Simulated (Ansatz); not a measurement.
Bulk crystal (ScAl3) after relaxation:

```cif
data_structure
_symmetry_space_group_name_H-M 'P 1'
_symmetry_Int_Tables_number 1
_cell_length_a 4.0855
_cell_length_b 4.0855
_cell_length_c 4.0855
_cell_angle_alpha 90.000
_cell_angle_beta 90.000
_cell_angle_gamma 90.000
_cell_volume 68.19
loop_
_atom_site_label
_atom_site_type_symbol
_atom_site_fract_x
_atom_site_fract_y
_atom_site_fract_z
_atom_site_occupancy
Sc1 Sc 0.00000 0.00000 0.00000 1
Al1 Al 0.50000 0.00000 0.50000 1
Al2 Al 0.00000 0.50000 0.50000 1
Al3 Al 0.50000 0.50000 0.00000 1
```

Miller indices refer to the conventional cell of Pm-3m (No. 221), a = 4.086 Å, b = 4.086 Å, c = 4.086 Å, α = 90.00°, β = 90.00°, γ = 90.00°.

The (110) slab of 7 planes, 8.7 Å thick with 15 Å of vacuum as cut; outer planes ScAl (top) and ScAl (bottom).

All numbers below come from DFT r2SCAN, scalar-relativistic, plane waves, PAW (Ansatz 0.2.0). Plane waves to 500 eV, a k mesh through Γ of 9×6×1 on the computed 14-atom cell and Gaussian smearing (0.10 eV); no spin polarisation. The cell repeats along c with a dipole correction in the vacuum.

The slab isn't stoichiometric (Sc2Al5), so its surface energy depends on the chemical potentials and isn't given.

Results for the relaxed slab:

| Quantity | Value |
| --- | --- |
| Work function | 3.61 eV |

Relaxation lowers the energy by 0.022 J/m² a face; the largest move is 0.078 Å.

```tsv
plane (bottom to top)	atoms	spacing to next, bulk (Å)	relaxed (Å)	change (%)	rumpling (Å)
1	ScAl	1.444	1.386	-4.0	0.001
2	Al2	1.444	1.527	+5.7	0.000
3	ScAl	1.444	1.438	-0.4	0.045
4	Al2	1.444	1.438	-0.4	0.000
5	ScAl	1.444	1.527	+5.7	0.045
6	Al2	1.444	1.386	-4.0	0.000
7	ScAl				0.001
```